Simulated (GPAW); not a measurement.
Crystal: SnSe2.

```
CELL_PARAMETERS angstrom
3.81100 0.00000 0.00000
-1.90550 3.30042 0.00000
0.00000 0.00000 6.13600
ATOMIC_POSITIONS crystal
Sn 0.00000 0.00000 0.00000
Se 0.66667 0.33333 0.75100
Se 0.33333 0.66667 0.24900
```

Base run:

| Quantity | Value |
| --- | --- |
| Program | GPAW 26.7.0 |
| Functional | PBE |
| Potentials or basis | JTH PAW 2.0, PBE |
| Cutoff | 600 eV |
| Basis | pw |
| k mesh | 6 × 6 × 3 |
| Occupations | fermi-dirac, width 0.05 eV |
| Spin | no spin polarisation |

Its results: band gap on the k mesh 0.78 eV, indirect (least direct gap 1.11 eV); pressure 6.6 GPa; largest force 0.740 eV/Å.

**Question.** The run is repeated on the same cell with these changes: functional from PBE to LDA; potentials or basis from JTH PAW 2.0, PBE to PAW data sets generated in the run's folder for this functional. What comes out?

**Answer.** Band gap on the k mesh 0.63 eV, indirect (least direct gap 0.88 eV); pressure 0.6 GPa; largest force 0.415 eV/Å.

Caveats: spin-orbit coupling is left out, which moves the levels of the heavy elements; the program truncates these outside data sets (some runs); this functional lacks dispersion, which binds the layers, so the pressure and a relaxed spacing across them are unreliable (some runs).

A k mesh can miss the band edges.
